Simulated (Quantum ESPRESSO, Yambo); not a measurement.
## BP (F-43m): changed settings of a GW run in Yambo

A base run on BP (F-43m), then changed inputs.

Method: LDA and many-body steps on it, plane waves, in Yambo 5.3.0.

Report form: the programs' logs are mostly left out.

**1. Set-up**

It takes space group F-43m (No. 216, cubic). The conventional cell has a = 4.538 Å, b = 4.538 Å, c = 4.538 Å, α = 90.00°, β = 90.00°, γ = 90.00°. Nearest to B lie 4 P at 1.97 Å. P has 4 B at 1.97 Å nearest. Farther neighbours are not listed.

Structure file:

```cif
data_structure
_symmetry_space_group_name_H-M 'P 1'
_symmetry_Int_Tables_number 1
_cell_length_a 3.2089
_cell_length_b 3.2089
_cell_length_c 3.2089
_cell_angle_alpha 60.000
_cell_angle_beta 60.000
_cell_angle_gamma 60.000
_cell_volume 23.36
loop_
_atom_site_label
_atom_site_type_symbol
_atom_site_fract_x
_atom_site_fract_y
_atom_site_fract_z
_atom_site_occupancy
B1 B 0.00000 0.00000 0.00000 1
P2 P 0.25000 0.25000 0.25000 1
```

The cell and positions come from the Crystallography Open Database and are kept as given unless a step says otherwise.

**2. Base**

This step: Yambo 5.3.0; G0W0 on LDA, plane waves, norm-conserving pseudopotentials.

G0W0 replaces the xc potential by the self-energy, built once from these orbitals. Only a window of levels is corrected, while the sums run over the empty bands that the input names.

gw1.in

```
HF_and_locXC
gw0
dyson
ppa
em1d
rim_cut
RandQpts= 1000000
RandGvec= 1 RL
EXXRLvcs= 68 Ry
VXCRLvcs= 272 Ry
Chimod= "HARTREE"
% BndsRnXp
 1 | 35 |
%
NGsBlkXp= 8 Ry
% LongDrXp
 1 | 1 | 1 |
%
% GbndRnge
 1 | 35 |
%
DysSolver= "n"
ExtendOut
PPAPntXp= 27.21138 eV
% QPkrange
 1 | 1 | 3 | 6 |
 7 | 7 | 3 | 6 |
%
```

On the command line:

```console
$ OMP_NUM_THREADS=1 mpirun -n 4 yambo -F gw1.in -J gw1 -C gw1 > gw1.log
```

Run time: 5.2 s. Hardware: 4 MPI ranks of Arm Neoverse V2, shared host; peak memory 1.1 GiB; 16 s of CPU time.

This step gave:

```
G0W0 gap on the points computed              : 2.062 eV
starting gap on the mesh                     : 1.318 eV
k of the valence top                         : 0, 0, 0
k of the conduction bottom                   : 0, -0.5, -0.5
least direct G0W0 gap on the computed points : 4.233 eV
Z at the valence top                         : 0.7993
Z at the conduction bottom                   : 0.8112
```

The gap on the mesh goes from 1.32 eV to 2.06 eV, a correction of +0.74 eV.

**3. Scissors in G**

gw2.in, as its differences from gw1.in of step 2:

```diff
@@ -28 +28,4 @@
 %
+% GfnQP_E
+ 0.5 | 1.0 | 1.0 |
+%
```

On the command line:

```console
$ OMP_NUM_THREADS=1 mpirun -n 4 yambo -F gw2.in -J gw2,gw1_W -C gw2 > gw2.log
```

The job ended after 2.3 s (4 MPI ranks; peak memory 1 GiB).

Numbers from this step:

```
G0W0 gap on the points computed              : 2.110 eV
starting gap on the mesh                     : 1.318 eV
k of the valence top                         : 0, 0, 0
k of the conduction bottom                   : 0, -0.5, -0.5
least direct G0W0 gap on the computed points : 4.287 eV
Z at the valence top                         : 0.8007
Z at the conduction bottom                   : 0.8159
```

The program's own table gives 2.202 eV, which is too large where the input levels are shifted: this version takes Σc at the unshifted level E₀, yet steps from the shifted one. The value above is the Newton step from E₀, E₀ + Z(Σc + Σx − Vxc), rebuilt from the printed columns.

**4. Core charge in Vxc**

gw3.in, as its differences from gw2.in of step 3:

```diff
@@ -28,4 +28,2 @@
 %
-% GfnQP_E
- 0.5 | 1.0 | 1.0 |
-%
+UseNLCC
```

On the command line:

```console
$ OMP_NUM_THREADS=1 mpirun -n 4 yambo -F gw3.in -J gw3,gw1_W -C gw3 > gw3.log
```

It took 2.3 s on 4 MPI ranks; peak memory 1 GiB; 8.7 s of CPU time.

Numbers from this step:

| Item | Value |
| --- | --- |
| G0W0 gap on the points computed | 1.903 eV |
| starting gap on the mesh | 1.318 eV |
| k of the valence top | 0, 0, 0 |
| k of the conduction bottom | 0, -0.5, -0.5 |
| least direct G0W0 gap on the computed points | 4.195 eV |

Against G0W0 in Yambo (4×4×4 mesh, 35 bands, screening to 108.8 eV, Godby-Needs plasmon pole), the gap moves by −0.159 eV.

**5. Pole fitted at another frequency**

gw4.in

```
HF_and_locXC
gw0
dyson
ppa
em1d
rim_cut
RandQpts= 1000000
RandGvec= 1 RL
EXXRLvcs= 68 Ry
VXCRLvcs= 272 Ry
Chimod= "HARTREE"
% BndsRnXp
 1 | 35 |
%
NGsBlkXp= 8 Ry
% LongDrXp
 1 | 1 | 1 |
%
% GbndRnge
 1 | 35 |
%
DysSolver= "n"
ExtendOut
PPAPntXp= 10 eV
% QPkrange
 1 | 1 | 3 | 6 |
 7 | 7 | 3 | 6 |
%
```

On the command line:

```console
$ OMP_NUM_THREADS=1 mpirun -n 4 yambo -F gw4.in -J gw4 -C gw4 > gw4.log
```

Wall time 5.1 s (4 MPI ranks); peak memory 1.1 GiB; 16 s of CPU time.

This step gave:

```yaml
g0w0_gap_on_the_points_computed: 2.050 eV
starting_gap_on_the_mesh: 1.318 eV
k_of_the_valence_top: 0, 0, 0
k_of_the_conduction_bottom: 0, -0.5, -0.5
least_direct_g0w0_gap_on_the_computed_points: 4.208 eV
```

Against G0W0 in Yambo (4×4×4 mesh, 35 bands, screening to 108.8 eV, Godby-Needs plasmon pole), the gap moves by −0.012 eV.

**6. Exchange cutoff**

gw5.in, as its differences from gw4.in of step 5:

```diff
@@ -8,3 +8,3 @@
 RandGvec= 1 RL
-EXXRLvcs= 68 Ry
+EXXRLvcs= 17 Ry
 VXCRLvcs= 272 Ry
@@ -23,3 +23,3 @@
 ExtendOut
-PPAPntXp= 10 eV
+PPAPntXp= 27.21138 eV
 % QPkrange
```

On the command line:

```console
$ OMP_NUM_THREADS=1 mpirun -n 4 yambo -F gw5.in -J gw5,gw1_W -C gw5 > gw5.log
```

Elapsed: 2.2 s, on 4 MPI ranks; peak memory 1 GiB.

This step gave:

```yaml
g0w0_gap_on_the_points_computed: 2.054 eV
starting_gap_on_the_mesh: 1.318 eV
k_of_the_valence_top: 0, 0, 0
k_of_the_conduction_bottom: 0, -0.5, -0.5
least_direct_g0w0_gap_on_the_computed_points: 4.229 eV
z_at_the_valence_top: 0.7993
z_at_the_conduction_bottom: 0.8112
```

**7. Field direction**

gw6.in, as its differences from gw5.in of step 6:

```diff
@@ -8,3 +8,3 @@
 RandGvec= 1 RL
-EXXRLvcs= 17 Ry
+EXXRLvcs= 68 Ry
 VXCRLvcs= 272 Ry
@@ -16,3 +16,3 @@
 % LongDrXp
- 1 | 1 | 1 |
+ 0 | 0 | 1 |
 %
```

On the command line:

```console
$ OMP_NUM_THREADS=1 mpirun -n 4 yambo -F gw6.in -J gw6 -C gw6 > gw6.log
```

Run time: 5.1 s. Hardware: 4 MPI ranks; peak memory 1.1 GiB; 16 s of CPU time.

This step gave:

```
G0W0 gap on the points computed              : 2.062 eV
starting gap on the mesh                     : 1.318 eV
k of the valence top                         : 0, 0, 0
k of the conduction bottom                   : 0, -0.5, -0.5
least direct G0W0 gap on the computed points : 4.233 eV
```

Against G0W0 in Yambo (4×4×4 mesh, 35 bands, screening to 108.8 eV, Godby-Needs plasmon pole), the gap moves by +0.000 eV.

**8. More G vectors in the random integration**

gw7.in, as its differences from gw6.in of step 7:

```diff
@@ -7,3 +7,3 @@
 RandQpts= 1000000
-RandGvec= 1 RL
+RandGvec= 59 RL
 EXXRLvcs= 68 Ry
@@ -16,3 +16,3 @@
 % LongDrXp
- 0 | 0 | 1 |
+ 1 | 1 | 1 |
 %
@@ -28 +28,2 @@
 %
+QpgFull
```

On the command line:

```console
$ OMP_NUM_THREADS=1 mpirun -n 4 yambo -F gw7.in -J gw7,gw1_W -C gw7 > gw7.log
```

It took 60 s on 4 MPI ranks; peak memory 1.1 GiB; 4 min of CPU time.

Numbers from this step:

```yaml
g0w0_gap_on_the_points_computed: 2.067 eV
starting_gap_on_the_mesh: 1.318 eV
k_of_the_valence_top: 0, 0, 0
k_of_the_conduction_bottom: 0, -0.5, -0.5
least_direct_g0w0_gap_on_the_computed_points: 4.237 eV
```

Against G0W0 in Yambo (4×4×4 mesh, 35 bands, screening to 108.8 eV, Godby-Needs plasmon pole), the gap moves by +0.005 eV.

**9. Two empty bands**

gw8.in

```
HF_and_locXC
gw0
dyson
ppa
em1d
rim_cut
RandQpts= 1000000
RandGvec= 1 RL
EXXRLvcs= 68 Ry
VXCRLvcs= 272 Ry
Chimod= "HARTREE"
% BndsRnXp
 1 | 6 |
%
NGsBlkXp= 8 Ry
% LongDrXp
 1 | 1 | 1 |
%
% GbndRnge
 1 | 6 |
%
DysSolver= "n"
ExtendOut
PPAPntXp= 27.21138 eV
% QPkrange
 1 | 1 | 3 | 6 |
 7 | 7 | 3 | 6 |
%
```

On the command line:

```console
$ OMP_NUM_THREADS=1 mpirun -n 4 yambo -F gw8.in -J gw8 -C gw8 > gw8.log
```

It took 3.2 s on 4 MPI ranks; peak memory 0.97 GiB; 8.5 s of CPU time.

The run ended normally, though the input holds a fault or crude settings.

The fault put into this input: two empty bands. It printed a gap of 2.47 eV, an artefact of the input.

**10. Cutoff typed in the wrong unit**

gw9.in, as its differences from gw8.in of step 9:

```diff
@@ -12,5 +12,5 @@
 % BndsRnXp
- 1 | 6 |
+ 1 | 35 |
 %
-NGsBlkXp= 8 Ry
+NGsBlkXp= 8 mRy
 % LongDrXp
@@ -19,3 +19,3 @@
 % GbndRnge
- 1 | 6 |
+ 1 | 35 |
 %
```

On the command line:

```console
$ OMP_NUM_THREADS=1 mpirun -n 4 yambo -F gw9.in -J gw9 -C gw9 > gw9.log
```

It took 4.5 s on 4 MPI ranks; peak memory 1.1 GiB.

The run ended normally, though the input holds a fault or crude settings.

The fault put into this input: cutoff typed in the wrong unit. It printed a gap of 1.85 eV, an artefact of the input.

**11. Side by side**

Times are wall times on 4 MPI ranks of Arm Neoverse V2, shared host, good to a factor of about two.

```tsv
run	mesh	bands	screening cutoff (eV)	DFT gap (eV)	gap on the mesh (eV)	direct (eV)	time
base	4×4×4	35	108.8	1.318	2.062	4.233	5.2 s
scissors in G	4×4×4	35	108.8	1.318	2.110	4.287	2.3 s
core charge in Vxc	4×4×4	35	108.8	1.318	1.903	4.195	2.3 s
pole fitted at another frequency	4×4×4	35	108.8	1.318	2.050	4.208	5.1 s
exchange cutoff	4×4×4	35	108.8	1.318	2.054	4.229	2.2 s
field direction	4×4×4	35	108.8	1.318	2.062	4.233	5.1 s
more G vectors in the random integration	4×4×4	35	108.8	1.318	2.067	4.237	60 s
```

**12. Summary of results**

```json
{
  "base": "2.062 eV",
  "scissors in G": "2.110 eV",
  "core charge in Vxc": "1.903 eV",
  "pole fitted at another frequency": "2.050 eV",
  "exchange cutoff": "2.054 eV",
  "field direction": "2.062 eV",
  "more G vectors in the random integration": "2.067 eV",
  "known limits": "not at the basis limit; coarse k mesh"
}
```

What this shows: Scissors in G: +0.048 eV against base (keys changed: GfnQP_E). Core charge in Vxc: −0.159 eV against base (keys changed: UseNLCC). Pole fitted at another frequency: −0.012 eV against base (keys changed: PPAPntXp). Exchange cutoff: −0.008 eV against base (keys changed: EXXRLvcs). Field direction: no change against base (keys changed: LongDrXp). More G vectors in the random integration: +0.005 eV against base (keys changed: RandGvec and QpgFull; the shift is their joint effect). Bands and cutoff are finite, so the gap is not at the basis limit. The miss can reach some tenths of an eV and take either sign; the mesh is an error of its own. In the G0W0 runs levels were corrected at 2 k points alone, so a gap called «on the mesh» is the least over those, and an edge elsewhere would be missed. The 4×4×4 mesh is coarse for this cell, which bears on the long-range parts of exchange and screening.

[Paths, hosts, dates, memory and timing lines, banners, echoed tables and standing remarks are left out of the program output.]

[Logs are printed without paths, hosts, clocks, repeated set-up lines and the standing remarks that a program may print on its own settings, such as how far it seeks lower states.]

[Runs of the session that timed out or met a known fault of the program may be left out.]

[Hosts, paths, dates, database ids (printed as entryN), source tags and the programs' standing remarks are cut or masked in the printed files.]
